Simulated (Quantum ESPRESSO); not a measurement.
Ta under changes of volume

One of the cells (18.010 Å³/atom); the others are scaled copies at fixed shape and fractional positions:

```xyz
1
Lattice="-1.6513 1.6513 1.6513 1.6513 -1.6513 1.6513 1.6513 1.6513 -1.6513" Properties=species:S:1:pos:R:3 pbc="T T T"
Ta    0.0000    0.0000    0.0000
```

```yaml
Program: Quantum ESPRESSO 7.5
Functional: PBE
Dispersion: D3(BJ)
Potentials_or_basis: PseudoDojo 0.4.1 SR PBE standard
Cutoff: 789 eV
Density_cutoff: 3157 eV
k_mesh: 11 × 11 × 11
Occupations: fermi-dirac, width 0.05 eV
Spin: no spin polarisation
```

```csv
volume (Å³/atom),energy over the lowest point (meV/atom),pressure (GPa)
16.930,28.80,11.6
17.290,8.71,6.4
17.650,0.00,1.8
18.010,1.33,-2.4
18.371,11.50,-6.1
18.731,?,?
19.091,54.77,-12.5
```

Question: What does the run at 18.731 Å³/atom give?

Answer: Energy over the lowest point 29.60 meV/atom; pressure -9.5 GPa.

Worked out: A Birch-Murnaghan fit of order 3 (a polynomial in V^(-2/3)) to the other rows has its minimum at 17.78 Å³/atom with B0 = V·E''(V) = 211 GPa and B' = 4.9. It gives 29.65 meV/atom at 18.731 Å³/atom, against the run's 29.60, and -dE/dV = -9.7 GPa, against -9.5.

Energies are extrapolated to zero smearing.

Caveats: pairwise dispersion overbinds metals, which lowers pressure and volume.
